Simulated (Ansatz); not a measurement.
# Hf: further runs on the relaxed cell

The task here is to estimate one member of a computed series from the others.

This is Hf in the bcc structure; at room conditions it is hcp.

Method: DFT PBEsol, scalar-relativistic, plane waves, PAW, in Ansatz 0.2.0.

2 further runs of the same task are left out: 2 set aside as unsound or not needed.

### The system as given

The structure is cubic, space group Im-3m (No. 229). Conventional cell: a = 3.491 Å, b = 3.491 Å, c = 3.491 Å, α = 90.00°, β = 90.00°, γ = 90.00°. Hf (site symmetry m-3m) has 8 Hf at 3.02 Å as nearest neighbours.

Coordinates:

```cif
data_structure
_symmetry_space_group_name_H-M 'Im-3m'
_symmetry_Int_Tables_number 229
_cell_length_a 3.4907
_cell_length_b 3.4907
_cell_length_c 3.4907
_cell_angle_alpha 90.000
_cell_angle_beta 90.000
_cell_angle_gamma 90.000
_cell_volume 42.53
loop_
_atom_site_label
_atom_site_type_symbol
_atom_site_symmetry_multiplicity
_atom_site_Wyckoff_symbol
_atom_site_fract_x
_atom_site_fract_y
_atom_site_fract_z
_atom_site_occupancy
Hf1 Hf 2 a 0.00000 0.00000 0.00000 1
```

This cell was relaxed beforehand with the same method: volume 21.27 Å³/atom, gap on the mesh none (metal).

The first run:

The input, input.yaml:

```yaml
crystal:
  lattice:
    - [-1.7453276387, 1.7453276387, 1.7453276387]
    - [1.7453276387, -1.7453276387, 1.7453276387]
    - [1.7453276387, 1.7453276387, -1.7453276387]
  atoms:
    - { symbol: Hf, position: [0.0, 0.0, 0.0] }
basis:
  ecutwfc: 420
kpoints:
  mp_grid: { grid: [16, 16, 16] }
  band_path:
    path:
      - [[0.0, 0.0, 0.0], [0.5, -0.5, 0.5], [0.0, 0.0, 0.5], [0.0, 0.0, 0.0], [0.25, 0.25, 0.25], [0.5, -0.5, 0.5]]
      - [[0.25, 0.25, 0.25], [0.0, 0.0, 0.5]]
    npoints: 14
hamiltonian:
  xc: pbesol
scf:
  occupations: { method: gaussian, width: 0.1 }
  n_extra_bands: 6
output:
  forces: true
  stress: true
  eigenvalues: true
  populations: true
  dos: { projected: true, de: 0.02, nscf_kmesh: { grid: [24, 24, 24] } }
  bader: true
  write_density: true
  write_potential: true
  elf: true
  volumetric_format: npy
```

Run with:

```sh
> ansatz run input.yaml --threads 1 --pin off --max-ram 2560MiB --backend cpu --events-out ev --progress --plain --runs-dir out
```

Among the steps run: Electronic structure at the relaxed geometry; Point at V/V0 = 0.97; The cell scaled to 1.03 of its volume; Point at V/V0 = 0.94; Volume × 1.06.

One table of the session follows, with a row left open; its other results are not shown here.

It belongs to the step «Energy against volume». 

| volume (Å³/atom) | energy above the lowest point (meV/atom) | pressure (GPa) |
| --- | --- | --- |
| 19.990 | 28.3 | 7.32 |
| 20.628 | 6.9 | 3.43 |
| 21.266 | 0.0 | 0.00 |
| 21.904 | ? | ? |
| 22.542 | 23.9 | -5.71 |

**Question.** Estimate the row for volume (Å³/atom) = 21.904.

Worked estimate for «energy above the lowest point (meV/atom)». A straight line through the neighbours (21.266, 0.0) and (22.542, 23.9) gives 0.0 + (23.9 − 0.0) × (21.904 − 21.266) / (22.542 − 21.266) = 11.9; a parabola fitted to 3 rows on both sides gives 5.7.

**Answer.** energy above the lowest point (meV/atom): 6.1; pressure (GPa): -3.04. In «energy above the lowest point (meV/atom)» the line misses by +5.8 and the parabola by -0.4.
